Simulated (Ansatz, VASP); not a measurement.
**Al2Au: VASP beside Ansatz**

```
CELL_PARAMETERS angstrom
0.00000 3.15147 3.15147
3.15147 0.00000 3.15147
3.15147 3.15147 0.00000
ATOMIC_POSITIONS crystal
Al 0.50000 0.50000 0.50000
Al 0.25000 0.25000 0.25000
Au 0.00000 0.00000 0.00000
```

Alike in both runs: task single point; functional PBE; k mesh 6 × 6 × 6; occupations gaussian, width 0.1 eV; no spin polarisation.

```csv
,VASP,Ansatz
version,VASP 6.6.1,Ansatz 0.2.0
potentials or method,"VASP PAW PBE potentials, release 64 (Al, Au)","scalar-relativistic, plane waves, PAW"
plane-wave cutoff (eV),520,420
valence electrons in the cell,17,25
```

Ansatz gave:

* gap on the k mesh at the Fermi level (eV): none
* pressure (GPa): -5.8

**Question.** What did VASP give for the same quantities?

**Answer.** gap on the k mesh at the Fermi level (eV): none; pressure (GPa): -5.9.

A gap of «none» marks a metal or a gap that the smearing closes. The two sets of potentials don't hold the same shells in valence.

Spin-orbit coupling is left out, which matters for the levels of Au.
